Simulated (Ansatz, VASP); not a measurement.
## ScAl in VASP and in Ansatz

```
CELL_PARAMETERS angstrom
3.37035 0.00000 0.00000
0.00000 3.37035 0.00000
0.00000 0.00000 3.37035
ATOMIC_POSITIONS crystal
Sc 0.50000 0.50000 0.50000
Al 0.00000 0.00000 0.00000
```

The cell comes from a database or a generator and needn't be the stable form of this composition.

Alike in both runs: task single point; functional r2SCAN; k mesh 12 × 12 × 12; occupations gaussian, width 0.1 eV; no spin polarisation.

|  | VASP | Ansatz |
| --- | --- | --- |
| version | VASP 6.6.1 | Ansatz 0.2.0 |
| potentials or method | VASP PAW PBE potentials, release 64 (Sc_sv, Al) | scalar-relativistic, plane waves, PAW |
| plane-wave cutoff (eV) | 520 | 500 |
| valence electrons in the cell | 14 | 14 |

|  | VASP | Ansatz | Ansatz less VASP |
| --- | --- | --- | --- |
| gap on the k mesh at the Fermi level (eV) | none | none | - |
| pressure (GPa) | 0.1 | -0.1 | -0.13 |

A gap of «none» marks a metal or a gap that the smearing closes.

Caveats: the PAW data sets were made with another functional, which shifts forces and pressure a little (VASP).
